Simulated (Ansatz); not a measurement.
Runs of Ansatz 0.2.0 on WS2. The cell holds a slab with vacuum, 12 atoms: a = 3.183 Å, b = 3.183 Å, c = 35.181 Å, α = 90.00°, β = 90.00°, γ = 120.00°. 

| task | level | cell | k mesh | target pressure (GPa) | points for each segment of the path | gap on the mesh (eV) | relaxed volume (Å³/atom) |
| --- | --- | --- | --- | --- | --- | --- | --- |
| relaxation of cell and atoms | PBE | relaxed | 10 × 10 × 1 | - | - | (a) | (b) |
| relaxation of cell and atoms | PBEsol+D3(BJ) | relaxed | 10 × 10 × 1 | - | - | 0.89 | 22.87 |
| relaxation of cell and atoms | PBE | relaxed to 20 GPa | 7 × 7 × 1 | 20 | - | 0.45 | - |
| band structure | LDA | as given | 10 × 10 × 1 | - | 10 | 1.35 | - |

Alike in all rows: potentials or basis Ansatz PAW; no spin polarisation; cutoff (eV) 420; smearing fermi-dirac 0.05 eV.

**Question.** Fill in the values left out.

**Answer.** (a) 1.83; (b) 27.75.

Caveats: spin-orbit coupling is left out, which moves the levels of the heavy elements; the plane-wave basis is chosen anew once the cell has moved, so the energies of steps on either side of that aren't comparable (some runs); without dispersion, layers of such crystals drift apart on relaxing, which shifts levels and gaps (some runs); volumes and pressures include the vacuum (some runs); the PAW data sets come from PBE, with cores solved anew for the run's functional, which leaves a small shift of forces and pressure (some runs); the volume moved by over 15 % at a fixed basis, so the end points are rough (some runs); odd divisions of the mesh miss points on the zone boundary, where band edges often lie, so the gap on the mesh can be too wide (some runs).

A k mesh can miss the band edges, and the runs leave out spin-orbit coupling on W.
